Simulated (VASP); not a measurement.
Set up this calculation in VASP 6.6.1, as the native input.

```
Task                   : relaxation of the atoms
Functional             : PBEsol
Potentials or basis    : VASP PAW PBE potentials, release 64 (Pb_d, Se)
Cutoff                 : 600 eV
k mesh                 : 8 × 8 × 8
Occupations            : gaussian, width 0.03 eV
Spin                   : no spin polarisation
Further INCAR settings : ALGO = Fast; EDIFF = 1e-07; IBRION = 2; EDIFFG = -0.01; NSW = 40
```

The structure of PbSe (Clausthalite) lies in POSCAR:

```
PbSe                                    
1.0
    0.0000000000      3.0315059685      3.0315059685
    3.0315059685      0.0000000000      3.0315059685
    3.0315059685      3.0315059685      0.0000000000
  Pb              Se            
     1     1
Direct
     0.0000000000000000    0.0000000000000000    0.0000000000000000
     0.5000000000000000    0.5000000000000000    0.5000000000000000
```

The cell isn't the ideal one: a relaxed cell with its volume scaled by 0.98.

These files were run (other wordings do the same):

INCAR

```
ALGO = Fast
EDIFF = 1E-7
EDIFFG = -0.01
ENCUT = 600
GGA = PS
IBRION = 2
ISIF = 2
ISMEAR = 0
LASPH = True
LCHARG = False
LREAL = False
LWAVE = False
NELM = 80
NSW = 40
PREC = Accurate
SIGMA = 0.03
```

KPOINTS

```
k-points
0
Gamma
  8 8 8
```

Potentials or basis: VASP PAW PBE potentials, release 64 (Pb_d, Se).

Launch:

```console
$ cat potpaw_PBE.64/Pb_d/POTCAR potpaw_PBE.64/Se/POTCAR > POTCAR
$ mpirun -np 1 vasp_std > vasp.out
```

It gave:

```yaml
Pressure_after_relaxing: 1.1 GPa
Band_gap_on_the_k_mesh: 0.10 eV, direct
```

Caveat: the relaxation stopped at its first step, so nothing moved; the PAW data sets were made with another functional, which shifts forces and pressure a little; spin-orbit coupling is left out, which as a rule narrows the gap of such compounds by several tenths of an eV.

Wall time 21 s on 1 thread of AMD EPYC 9R45 96-Core Processor (Zen 5) (shared host), peak memory 0.19 GiB.
